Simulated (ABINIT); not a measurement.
Planning a run of ABINIT 10.8.3 on PbS (Galena). The input:

```
acell 3*1.0 Angstrom
rprim 
  0.000000000000 2.965750000000 2.965750000000
  2.965750000000 -0.000000000000 2.965750000000
  2.965750000000 2.965750000000 0.000000000000
ntypat 2
znucl 82 16
natom 2
typat 1 2
xred 
  0.000000000000 0.000000000000 0.000000000000
  0.500000000000 0.500000000000 0.500000000000
pp_dirpath "pseudos"
pseudos "Pb.upf, S.upf"
ecut 32
ngkpt 4 4 4
nshiftk 1
shiftk 0 0 0
kptopt 1
chksymbreak 0
istwfk *1
occopt 1
irdwfk 1
optdriver 3
nband 150
ecuteps 6
inclvkb 2
awtr 1
symchi 1
indata_prefix "in"
outdata_prefix "out"
tmpdata_prefix "tmp"
```

The database entry behind the starting cell differs from later determinations by our own check (about 0.1 % short), so it need not match the best structure at ambient conditions.

```sh
OMP_NUM_THREADS=1 mpirun -n 4 abinit run.abi > log
```

Question: Estimate wall time and host memory on 4 MPI ranks of Arm Neoverse V1, shared host.

It took 55 s; on shared hardware allow 27 s to 1.8 min. Peak host memory was 1.1 GiB.

[Paths, hosts, dates, memory and timing lines, banners, echoed tables and standing remarks are left out of the program output.]

[Logs are printed without paths, hosts, clocks, repeated set-up lines and the standing remarks that a program may print on its own settings, such as how far it seeks lower states.]

[Runs of the session that timed out or met a known fault of the program may be left out.]

[Hosts, paths, dates, database ids (printed as entryN), source tags and the programs' standing remarks are cut or masked in the printed files.]

[G0W0 gaps are taken among the corrected bands and points alone; a level outside them can change the order at an edge.]

[Where Ansatz stands beside ABINIT at settings called matched, ABINIT's density can come from a denser mesh and the files from another edition; pairs whose starting gaps differed by over 0.03 eV were left out, so agreement reads better than it is.]
